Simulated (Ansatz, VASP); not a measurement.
BeTe: VASP beside Ansatz

```
CELL_PARAMETERS angstrom
0.00000 2.73256 2.73256
2.73256 0.00000 2.73256
2.73256 2.73256 0.00000
ATOMIC_POSITIONS crystal
Te 0.75000 0.75000 0.75000
Be 0.00000 0.00000 0.00000
```

Change from the starting cell: volume scaled by 0.96.

Alike in both runs: task single point; functional PBEsol; k mesh 8 × 8 × 8; occupations fermi-dirac, width 0.05 eV; no spin polarisation.

|  | VASP | Ansatz |
| --- | --- | --- |
| version | VASP 6.6.1 | Ansatz 0.2.0 |
| potentials or method | VASP PAW PBE potentials, release 64 (Te, Be), cutoff 520 eV | all-electron LAPW, scalar-relativistic |

|  | VASP | Ansatz | Ansatz less VASP |
| --- | --- | --- | --- |
| gap on the k mesh at the Fermi level (eV) | 1.62 | 1.64 | +0.021 |
| least direct gap on the mesh (eV) | 3.51 | 3.54 | +0.026 |
| pressure (GPa) | 5.6 | 5.3 | -0.35 |

Ansatz ran all-electron here, so the differences hold the error of VASP's frozen core and of both bases.

Caveats: spin-orbit coupling is left out, which moves the levels of the heavy elements; the PAW data sets were made with another functional, which shifts forces and pressure a little (VASP). A k mesh can miss the band edges.
